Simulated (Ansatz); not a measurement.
Al: pressure and energy less free atoms against volume scale

Results calculated with Ansatz 0.2.0, not measured. Periodic Kohn-Sham DFT of a crystal at fixed atoms, scaled to volume_scale times the given cell; pressure positive in compression, energy less spherical unpolarised free atoms, largest_vzz the field gradient of largest size among the nuclei.

The cell before it is scaled or strained (space group Pm-3m, No. 221):
```
CELL_PARAMETERS angstrom
2.72080 0.00000 0.00000
0.00000 2.72080 0.00000
0.00000 0.00000 2.72080
ATOMIC_POSITIONS crystal
Al 0.00000 0.00000 0.00000
```

Settings of every row: method all-electron LAPW; functional PBE; relativity scalar; k mesh 15x15x15; filling fermi-dirac; smearing width 0.05 eV; basis error target 0.5 meV/atom; nucleus gaussian.

Atom start moment: 0 on all atoms.

Limits: the cell comes from a prototype or a list of computed structures and needn't be the stable phase.

| row | volume scale | V (Å³/atom) | pressure (GPa) | energy less free atoms (eV/atom) |
| --- | --- | --- | --- | --- |
| 1 | 0.95 | 19.134 | 3.306 | -3.3644 |
| 2 | 0.975 | 19.638 | 1.556 | -3.3719 |
| 3 | 1 | 20.142 | 0.022 | -3.3743 |
| 4 | 1.025 | 20.645 | -1.322 | -3.3722 |
| 5 | 1.05 | 21.148 | ? | ? |

Question: what pressure and energy less free atoms should row 5 give?

Worked fit of pressure. Take u = (V_r/V)^(2/3) − 1 with V_r = 19.89 Å³ an atom, which is twice the finite (Eulerian) strain; such expansions in the strain, on which the Birch-Murnaghan equation of state is built, carry the rest volume and the bulk modulus. The shown rows have u = 0.02617, 0.00854, -0.00836, -0.02453. Least squares give pressure = 0.7637 + 90.874 × u + 239.06 × u² GPa; a straight line predicts inner rows, each left out in turn, worse (root mean square 0.098 against 0.0028 GPa). The rows lie off it by 0.000, -0.001, 0.001, 0.000. The pressure vanishes at u = -0.0086, or V = 20.15 Å³ an atom, and there the bulk modulus at fixed shape and fractions is B = −V dP/dV = (2/3)(1 + u) dP/du = 57.3 GPa. The withheld row has u = -0.04006, so the fit gives 0.7637 + 90.874 × (-0.04006) + 239.06 × (-0.04006)² = -2.493 GPa.

The calculation gave -2.499 GPa. The fit lies 0.006 GPa (0.1 % of the column's range) above it; its largest miss of a shown row is 0.001 GPa. This row lies beyond the range of the fit.

Worked fit of energy less free atoms. Take u = (V_r/V)^(2/3) − 1 with V_r = 19.89 Å³ an atom, which is twice the finite (Eulerian) strain; such expansions in the strain, on which the Birch-Murnaghan equation of state is built, carry the rest volume and the bulk modulus. The shown rows have u = 0.02617, 0.00854, -0.00836, -0.02453. Least squares give energy less free atoms = −3.3737 + 0.1404 × u + 8.214 × u² eV/atom; a straight line predicts inner rows, each left out in turn, worse (root mean square 0.0034 against 2.7e-06 eV/atom). All shown rows lie on it to the printed digit. Its lowest point lies at u = -0.0085, or V = 20.15 Å³ an atom, and the curvature there gives the bulk modulus at fixed shape and fractions, B = (4/9)(1 + u)² E″(u)/V = 57.1 GPa. The withheld row has u = -0.04006, so the fit gives −3.3737 + 0.1404 × (-0.04006) + 8.214 × (-0.04006)² = -3.3661 eV/atom.

The calculation gave -3.3662 eV/atom. The fit lies 0.0001 eV/atom (1 % of the column's range) above it, one unit of the last digit. This row lies beyond the range of the fit.
